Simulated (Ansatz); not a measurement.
Input:

Starting cell, Li₂O (anti-fluorite):

```
CELL_PARAMETERS angstrom
      0.00000     4.62614     4.62614
      2.31307     2.31307     4.62614
      2.31307     2.31307     0.00000
ATOMIC_POSITIONS crystal
  O  0.00000 0.00000 0.00000
  O  0.50000 0.00000 0.00000
  Li 0.00000 0.25000 0.25000
  Li 0.50000 0.25000 0.25000
  Li 0.00000 0.75000 0.75000
  Li 0.50000 0.75000 0.75000
```

A phonon eigenvector at X = (0.5, 0.5, 0.0) is frozen into this cell: atom i moves by Q times the vector below, so Q is the largest atomic displacement, in Å. The cell is held. (q is in reciprocal vectors of the primitive cell; the cell shown is doubled to hold the pattern.)

```tsv
atom	x	y	z
Li3	0.000	0.000	1.000
Li4	0.000	0.000	-1.000
Li5	0.000	0.000	1.000
Li6	0.000	0.000	-1.000
```

Atoms not listed stay in place.

The numbers are results of PBE (plane waves to 420 eV, PAW, scalar-relativistic; Ansatz, an electronic-structure program), not measurements. k mesh 12×12×12 (Γ-centred), Fermi-Dirac smearing 0.05 eV. E stands for the smeared free energy. Li2O was relaxed with its symmetry unable to fall. The zero of ΔE is the undisplaced structure.

The scan covers Q from -0.280 to 0.280 Å in 13 points.

Which space group does the distorted structure have?

P4_2/nmc (No. 137), lowered from Fm-3m.

Is this a single well or a double well?

A single well with its minimum at or next to zero displacement.

What is the energy change at Q = 0.280 Å?

212.7 meV/cell.

What harmonic wavenumber does the curvature at Q = 0 give?

215 cm⁻¹.

(A displaced cell: forces are minus the slopes of the energy, force constants its curvatures, and phonons follow from these.)
